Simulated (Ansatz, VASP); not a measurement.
**AlNi: VASP beside Ansatz**

```
Al Ni
1.0
     2.88100    0.00000    0.00000
     0.00000    2.88100    0.00000
     0.00000    0.00000    2.88100
Al Ni
1 1
Cartesian
  0.0000 0.0000 0.0000
  1.4405 1.4405 1.4405
```

Alike in both runs: task single point; functional PBEsol; k mesh 6 × 6 × 6; occupations gaussian, width 0.1 eV; no spin polarisation.

```csv
,VASP,Ansatz
version,VASP 6.6.1,Ansatz 0.2.0
potentials or method,"VASP PAW PBE potentials, release 64 (Al, Ni)","scalar-relativistic, plane waves, PAW"
plane-wave cutoff (eV),520,420
valence electrons in the cell,13,21
```

|  | VASP | Ansatz | Ansatz less VASP |
| --- | --- | --- | --- |
| gap on the k mesh at the Fermi level (eV) | none | none | - |
| pressure (GPa) | -2.8 | -3.0 | -0.15 |

A gap of «none» marks a metal or a gap that the smearing closes. The two sets of potentials don't hold the same shells in valence.

Caveats: the k mesh is coarse (spacing up to 0.36 Å⁻¹), so the values aren't converged; the PAW data sets were made with another functional, which shifts forces and pressure a little (VASP). Spin polarisation is off, so any magnetic state and its effect on volume and gap are missing.
